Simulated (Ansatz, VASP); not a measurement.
**PtS2 in VASP and in Ansatz**

INCAR

```
SYSTEM = PtS2
PREC = Accurate
ENCUT = 600
EDIFF = 1E-7
ISMEAR = -1
SIGMA = 0.05
LREAL = .FALSE.
LASPH = .TRUE.
NELM = 80
ALGO = Fast
ISIF = 3
LWAVE = .FALSE.
LCHARG = .FALSE.
GGA = B5
ALDAX = 1.0
AGGAX = 1.0
AGGAC = 1.0
ALDAC = 0.0
IVDW = 12
VDW_S6 = 1.0
VDW_S8 = 2.6996
VDW_A1 = 0.4298
VDW_A2 = 4.2359
IBRION = 2
NSW = 60
EDIFFG = -0.02
```

The input KPOINTS:

```
regular mesh
0
G
  9 9 5
  0 0 0
```

Contents of POSCAR:

```
PtS2
1.0
    3.5432000000      0.0000000000      0.0000000000
   -1.7716000000      3.0685012107      0.0000000000
    0.0000000000      0.0000000000      5.0388000000
Pt S
1 2
Direct
    0.0000000000      0.0000000000      0.0000000000
    0.6666666667      0.3333333333      0.7730000000
    0.3333333333      0.6666666667      0.2270000000
```

The input input.yaml:

```yaml
crystal:
  lattice:
    - [3.5432, 0.0, 0.0]
    - [-1.7716, 3.0685012107, 0.0]
    - [0.0, 0.0, 5.0388]
  atoms:
    - { symbol: Pt, position: [0.0, 0.0, 0.0] }
    - { symbol: S, position: [0.6666666667, 0.3333333333, 0.773] }
    - { symbol: S, position: [0.3333333333, 0.6666666667, 0.227] }
hamiltonian:
  xc: blyp
  pseudopotentials: { kind: paw }
  dispersion: d3bj
kpoints:
  mp_grid: { grid: [9, 9, 5] }
scf:
  occupations: { method: fermi_dirac, width: 0.05 }
output:
  forces: true
  stress: true
relax:
  f_tol: 0.01
  max_steps: 40
  cell: { stress_tol: 0.05 }
```

Alike in both runs: task relaxation of cell and atoms; functional BLYP; dispersion D3(BJ); k mesh 9 × 9 × 5; occupations fermi-dirac, width 0.05 eV; no spin polarisation.

|  | VASP | Ansatz |
| --- | --- | --- |
| version | VASP 6.6.1 | Ansatz 0.2.0 |
| potentials or method | VASP PAW PBE potentials, release 64 (Pt, S) | Ansatz PAW |
| plane-wave cutoff (eV) | 600 | 420 |
| valence electrons in the cell | 22 | 30 |

```tsv
	VASP	Ansatz	Ansatz less VASP
relaxed volume (Å³/atom)	17.41	17.38	-0.028
relaxed cell length with the largest relative difference (Å)	3.612	3.608	-0.0041
energy change over the relaxation (meV/atom)	-103	-103	+0.2
```

The two sets of potentials don't hold the same shells in valence.

Caveats: the PAW data sets were made with another functional, which shifts forces and pressure a little (VASP); pairwise dispersion overbinds metals, which lowers pressure and volume (VASP); the plane-wave basis is chosen anew once the cell has moved, so the energies of steps on either side of that aren't comparable (Ansatz); the PAW data sets come from PBE, with cores solved anew for the run's functional, which leaves a small shift of forces and pressure (Ansatz). Spin-orbit coupling is left out, which matters for the levels of Pt.
